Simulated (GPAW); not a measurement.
Wanted: an ASE script for a GPAW 26.7.0 run.

```yaml
Task: relaxation of cell and atoms
Functional: PBE
Potentials_or_basis: GPAW PAW data sets (gpaw-data 1.2.1)
Cutoff: 800 eV
Basis: pw
k_mesh: 7 × 7 × 7
Occupations: fermi-dirac, width 0.05 eV
Spin: no spin polarisation
Maxiter: 150
Optimizer: BFGS
Fmax: 0.02 eV/Å
Max_steps: 40
Convergence: density=1e-06 energy=1e-06 eigenstates=1e-10
```

The structure of WC (Qusongite) lies in WC.cif:

```cif
data_WC
_cell_length_a 2.90650000
_cell_length_b 2.90650000
_cell_length_c 2.83660000
_cell_angle_alpha 90.00000000
_cell_angle_beta 90.00000000
_cell_angle_gamma 120.00000000
_space_group_name_H-M_alt 'P-6m2'
_space_group_name_Hall 'P -6 2'
_space_group_IT_number 187
loop_
_space_group_symop_operation_xyz
'x,y,z'
'-x+y,-x,-z'
'-y,x-y,z'
'x,y,-z'
'-x+y,-x,z'
'-y,x-y,-z'
'-y,-x,-z'
'x,x-y,z'
'-x+y,y,-z'
'-y,-x,z'
'x,x-y,-z'
'-x+y,y,z'
loop_
_atom_site_label
_atom_site_type_symbol
_atom_site_symmetry_multiplicity
_atom_site_Wyckoff_symbol
_atom_site_fract_x
_atom_site_fract_y
_atom_site_fract_z
_atom_site_occupancy
W1 W 1 a 0.0000000000 0.0000000000 0.0000000000 1
C1 C 1 f 0.6666666667 0.3333333333 0.5000000000 1
```

One way to write it, as run:

run.py

```python
from ase.filters import FrechetCellFilter
from ase.io import read, write
from ase.optimize import BFGS
from gpaw import GPAW, PW

atoms = read('WC.cif')

calc = GPAW(mode=PW(800),
            xc='PBE',
            kpts={'size': (7, 7, 7), 'gamma': True},
            occupations={'name': 'fermi-dirac', 'width': 0.05},
            nbands=19,
            convergence={'density': 1e-06, 'energy': 1e-06, 'eigenstates': 1e-10},
            maxiter=150,
            txt='gpaw.txt')
atoms.calc = calc
opt = BFGS(FrechetCellFilter(atoms), trajectory='relax.traj', logfile='-')
done = opt.run(fmax=0.02, steps=40)
calc.write('gs.gpw')
write('result.traj', atoms)
print('Converged:', done)
print('Cell:', atoms.cell.cellpar().round(4))
print('Volume:', round(atoms.get_volume(), 4))
print(atoms.get_scaled_positions().round(5))
```

Potentials or basis: GPAW PAW data sets (gpaw-data 1.2.1), pw.

Run with:

```bash
$ OMP_NUM_THREADS=1 python run.py
```

Results of the run:

- Relaxed volume: 10.53 Å³/atom
- Relaxed cell: a = 2.921 Å, b = 2.921 Å, c = 2.849 Å, α = 90.00°, β = 90.00°, γ = 120.00°
- Space group after relaxing (to 0.05 Å): P-6m2 (No. 187)
- Energy gained by relaxing: 2.8 meV/atom
- Ionic steps: 4
- Pressure after relaxing: 0.0 GPa
- Band gap on the k mesh: none (metal or under the smearing width)

Caveat: later steps reuse the first step's grids.

Run time: 37 s on 1 thread of Intel(R) Xeon(R) Platinum 8259CL CPU @ 2.50GHz (Skylake/Cascade Lake), with other jobs on the host, peak memory 0.21 GiB.
